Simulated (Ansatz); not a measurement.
# ZnS (F-43m), random displacements

Method: Ansatz 0.2.0, DFT r2SCAN, scalar-relativistic, plane waves, PAW. Cutoff 500 eV, Γ-centred 4×4×4 k-points, Gaussian smearing of 0.05 eV. No spin polarisation. Energies are free energies at this smearing, counted from the undisturbed cell; pressure is positive in compression.

Zero of the scan (as given, not relaxed at this level):

```
Zn S
1.0
     5.40930    0.00000    0.00000
     0.00000   -5.40930    0.00000
     0.00000    0.00000   -5.40930
Zn S
4 4
Direct
  0.00000 0.50000 0.50000
  0.50000 0.00000 0.50000
  0.50000 0.50000 0.00000
  0.00000 0.00000 0.00000
  0.75000 0.75000 0.75000
  0.25000 0.25000 0.75000
  0.25000 0.75000 0.25000
  0.75000 0.25000 0.25000
```

After a displacement of all atoms with no net shift, the run gives ΔE = 7.4 meV/atom; stress (xx, yy, zz, yz, xz, xy; compression positive) (-0.72, -0.72, -0.70, -0.27, -0.32, 0.63) GPa; gap on the mesh 2.63 eV.

```tsv
atom	Fx (eV/Å)	Fy	Fz
Zn1	0.097	0.151	-0.051
Zn2	-0.285	-0.220	0.245
Zn3	-0.291	-0.364	0.255
Zn4	0.206	0.135	0.210
S5	0.400	0.311	-0.470
S6	-0.407	-0.087	0.112
S7	-0.049	-0.065	0.090
S8	0.330	0.139	-0.391
```

Which displacements (Å, in the unstrained cell) and strain were applied?

| atom | ux | uy | uz |
| --- | --- | --- | --- |
| Zn1 | 0.00 | -0.02 | 0.00 |
| Zn2 | 0.01 | 0.03 | -0.01 |
| Zn3 | 0.04 | 0.03 | -0.01 |
| Zn4 | -0.03 | -0.02 | -0.02 |
| S5 | -0.03 | -0.03 | 0.04 |
| S6 | 0.04 | 0.01 | -0.01 |
| S7 | 0.00 | 0.01 | 0.01 |
| S8 | -0.03 | -0.01 | 0.01 |
The cell is not strained.

Cost: 1 run of about 1.7 core-minutes, on Intel Xeon Processor @ 2.50GHz (Skylake/Cascade Lake) (shared hosts).